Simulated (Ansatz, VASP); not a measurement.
# As: VASP beside Ansatz

Contents of INCAR:

```
SYSTEM = As
PREC = Accurate
ENCUT = 520
EDIFF = 1E-7
ISMEAR = -1
SIGMA = 0.1
LREAL = .FALSE.
LASPH = .TRUE.
NELM = 100
ALGO = Normal
ISIF = 2
LWAVE = .FALSE.
LCHARG = .FALSE.
GGA = CA
NBANDS = 8
```

The input KPOINTS:

```
regular mesh
0
G
  17 17 17
  0 0 0
```

File POSCAR:

```
As
1.0
    0.0000000000      1.9361313570      1.9361313570
    1.9361313570      0.0000000000      1.9361313570
    1.9361313570      1.9361313570      0.0000000000
As
1
Direct
    0.0000000000      0.0000000000      0.0000000000
```

Input for Ansatz:

```yaml
crystal:
  lattice:
    - [0.0, 1.936131357, 1.936131357]
    - [1.936131357, 0.0, 1.936131357]
    - [1.936131357, 1.936131357, 0.0]
  atoms:
    - { symbol: As, position: [0.0, 0.0, 0.0] }
kpoints:
  mp_grid: { grid: [17, 17, 17] }
  band_path:
    path:
      - [0.0, 0.0, 0.0]
      - [0.5, 0.0, 0.5]
      - [0.625, 0.25, 0.625]
      - [0.375, 0.375, 0.75]
      - [0.0, 0.0, 0.0]
      - [0.5, 0.5, 0.5]
      - [0.5, 0.25, 0.75]
      - [0.5, 0.0, 0.5]
    npoints: 8
scf:
  occupations: { method: fermi_dirac, width: 0.1 }
hamiltonian:
  xc: lda
  pseudopotentials: { kind: paw }
output:
  forces: true
  stress: true
  eigenvalues: true
  populations: true
  dos: { projected: true, de: 0.2, e_range: [-14, 8] }
```

Change from the starting cell: volume scaled by 0.8, PAW files.

Alike in both runs: task single point; functional LDA; k mesh 17 × 17 × 17; occupations fermi-dirac, width 0.1 eV; no spin polarisation.

|  | VASP | Ansatz |
| --- | --- | --- |
| version | VASP 6.6.1 | Ansatz 0.2.0 |
| potentials or method | VASP PAW LDA potentials, release 64 (As) | PAW with Ansatz's default frozen-core files, scalar-relativistic |
| plane-wave cutoff (eV) | 520 | 420 |
| valence electrons in the cell | 5 | 15 |

```csv
,VASP,Ansatz,Ansatz less VASP
pressure (GPa),34.5,33.5,-1.03
```

The two sets of potentials don't hold the same shells in valence.

Caveats: so large a pressure means that the cell lies far from this level's equilibrium, or that cutoff or potentials fall short (VASP).
